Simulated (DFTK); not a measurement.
The system is Rh.

```
Rh
1.0
     0.00000    1.89785    1.89785
     1.89785    0.00000    1.89785
     1.89785    1.89785    0.00000
Rh
1
Direct
  0.00000 0.00000 0.00000
```

Base run:

- Program: DFTK 0.8.2
- Functional: r2SCAN
- Potentials or basis: SG15 1.2 (PBE)
- Cutoff: 1225 eV
- k mesh: 12 × 12 × 12
- Occupations: fermi-dirac, width 0.05 eV
- Spin: no spin polarisation

Its results: band gap on the k mesh none (metal or under the smearing width); pressure -1.1 GPa.

Q: The run is repeated on the same cell with these changes: functional from r2SCAN to BLYP. What comes out?

A: Band gap on the k mesh none (metal or under the smearing width); pressure 20.3 GPa.

Caveats: the potentials were made for another functional, which shifts forces and pressure.
